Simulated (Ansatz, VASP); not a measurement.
## Si3N4 in VASP and in Ansatz

The input POSCAR:

```
Si3N4
1.0
    7.6170000000      0.0000000000      0.0000000000
   -3.8085000000      6.5965155006      0.0000000000
    0.0000000000      0.0000000000      2.9134000000
Si N
6 8
Direct
    0.1740483634      0.7679428864      0.2500000000
    0.4061054770      0.1740483634      0.7500000000
    0.2320571136      0.4061054770      0.2500000000
    0.8259516366      0.2320571136      0.7500000000
    0.5938945230      0.8259516366      0.2500000000
    0.7679428864      0.5938945230      0.7500000000
    0.3333333333      0.6666666667      0.2500000000
    0.6666666667      0.3333333333      0.7500000000
    0.3297879503      0.0300001252      0.2500000000
    0.2997878252      0.3297879503      0.7500000000
    0.9699998748      0.2997878252      0.2500000000
    0.6702120497      0.9699998748      0.7500000000
    0.7002121748      0.6702120497      0.2500000000
    0.0300001252      0.7002121748      0.7500000000
```

INCAR.step1

```
  PREC = Accurate
  ENCUT = 520
  ISMEAR = -1
  SIGMA = 0.02
  LREAL = False
  LASPH = True
  NELM = 60
  NBANDS = 45
  GGA = PE
  ALGO = Normal
  EDIFF = 1E-4
  LWAVE = True
  LCHARG = False
```

File INCAR.step2:

```
  PREC = Accurate
  ENCUT = 520
  EDIFF = 1E-8
  ISMEAR = -1
  SIGMA = 0.02
  LREAL = False
  LASPH = True
  NELM = 60
  ALGO = Normal
  ISIF = 2
  LWAVE = False
  LCHARG = False
  METAGGA = R2SCAN
  LMIXTAU = True
  LEFG = True
  NBANDS = 45
  ISTART = 1
```

KPOINTS

```
Automatic mesh
0
Gamma
  4 4 9
```

Input for Ansatz:

```yaml
crystal:
  lattice:
    - [7.617, 0.0, 0.0]
    - [-3.8085, 6.5965155006, 0.0]
    - [0.0, 0.0, 2.9134]
  atoms:
    - { symbol: Si, position: [0.1740483634, 0.7679428864, 0.25] }
    - { symbol: Si, position: [0.406105477, 0.1740483634, 0.75] }
    - { symbol: Si, position: [0.2320571136, 0.406105477, 0.25] }
    - { symbol: Si, position: [0.8259516366, 0.2320571136, 0.75] }
    - { symbol: Si, position: [0.593894523, 0.8259516366, 0.25] }
    - { symbol: Si, position: [0.7679428864, 0.593894523, 0.75] }
    - { symbol: "N", position: [0.3333333333, 0.6666666667, 0.25] }
    - { symbol: "N", position: [0.6666666667, 0.3333333333, 0.75] }
    - { symbol: "N", position: [0.3297879503, 0.0300001252, 0.25] }
    - { symbol: "N", position: [0.2997878252, 0.3297879503, 0.75] }
    - { symbol: "N", position: [0.9699998748, 0.2997878252, 0.25] }
    - { symbol: "N", position: [0.6702120497, 0.9699998748, 0.75] }
    - { symbol: "N", position: [0.7002121748, 0.6702120497, 0.25] }
    - { symbol: "N", position: [0.0300001252, 0.7002121748, 0.75] }
kpoints:
  mp_grid: { grid: [4, 4, 9] }
scf:
  occupations: { method: fermi_dirac, width: 0.02 }
hamiltonian:
  xc: r2scan
  pseudopotentials: { kind: paw }
output:
  forces: true
  stress: true
  populations: true
  efg:
    quadrupole_moments_barn: { "N": 0.02044 }
    contact_densities: true
```

Alike in both runs: task electric field gradients; functional r2SCAN; k mesh 4 × 4 × 9; occupations fermi-dirac, width 0.02 eV; no spin polarisation.

```csv
,VASP,Ansatz
version,VASP 6.6.1,Ansatz 0.2.0
potentials or method,"VASP PAW PBE potentials, release 64 (Si, N)","plane-wave PAW, scalar-relativistic"
plane-wave cutoff (eV),520,500
valence electrons in the cell,64,64
```

VASP gave:

* gap on the k mesh at the Fermi level (eV): 4.97
* pressure (GPa): -1.8
* largest component of the traceless stress (GPa): 0.49
* rms of the force components (eV/Å): 0.024
* Vzz of the field gradient on the site that differs most (V/Å²): -47.0

Q: What did Ansatz give for the same quantities?

A: gap on the k mesh at the Fermi level (eV): 4.98; pressure (GPa): -1.6; largest component of the traceless stress (GPa): 0.45; rms of the force components (eV/Å): 0.024; Vzz of the field gradient on the site that differs most (V/Å²): -50.1.

Atom by atom the forces differ by 0.001 eV/Å (rms over components). The functional is the same, so the differences come from potentials, cutoffs and numerics.

Caveats: the PAW data sets were made with another functional, which shifts forces and pressure a little (VASP); an odd mesh through Γ misses points on the zone boundary, where band edges often lie. r2SCAN opens gaps a little over a GGA but as a rule still falls short of measured ones.
